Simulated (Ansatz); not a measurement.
# ZnS: field gradients at two levels of theory

Cell: an entry of the Crystallography Open Database (COD), ions relaxed with PBE at fixed cell.

```
CELL_PARAMETERS angstrom
1.91500 1.10563 15.62666
-1.91500 1.10563 15.62666
0.00000 -2.21125 15.62666
ATOMIC_POSITIONS crystal
Zn 0.00005 0.00005 0.00005
Zn 0.73333 0.73333 0.73333
Zn 0.46661 0.46661 0.46661
Zn 0.86665 0.86665 0.86665
Zn 0.60001 0.60001 0.60001
S 0.05007 0.05007 0.05007
S 0.78329 0.78329 0.78329
S 0.51664 0.51664 0.51664
S 0.91667 0.91667 0.91667
S 0.65003 0.65003 0.65003
```

Atoms are numbered from 1 in the order listed; like atoms form one site, named after its first atom.

First run. All values are calculated (Ansatz; DFT, PBE, plane waves and PAW, scalar-relativistic, 420 eV cutoff, Γ-centred 13×13×13 k-points, Fermi–Dirac smearing 0.02 eV), not measured.

| site | atom | V_zz (10²¹ V/m²) | η |
| --- | --- | --- | --- |
| Zn1 | 1 | -0.061 | 0.00 |
| Zn2 | 2 | 0.056 | 0.00 |
| Zn3 | 3 | -0.074 | 0.00 |
| Zn4 | 4 | -0.037 | 0.00 |
| Zn5 | 5 | -0.039 | 0.00 |
| S6 | 6 | 0.080 | 0.00 |
| S8 | 8 | 0.15 | 0.00 |
| S9 | 9 | 0.16 | 0.00 |
| S10 | 10 | 0.16 | 0.00 |

Second run. The same atoms and settings, except that the functional is PBEsol.

(1) Given the first result, estimate the second.

Answers

(1) 

```csv
site,atom,V_zz,η,change of V_zz
Zn1,1,-0.065,0.00,0.00
Zn2,2,0.056,0.00,0.00
Zn3,3,-0.080,0.00,-0.01
Zn4,4,-0.041,0.00,0.00
Zn5,5,-0.043,0.00,0.00
S6,6,0.081,0.00,0.00
S8,8,0.15,0.00,0.00
S9,9,0.16,0.00,0.00
S10,10,0.16,0.00,0.00
```

No V_zz moves by more than 0.01. Sites with |V_zz| of 0.02 or less aren't listed.
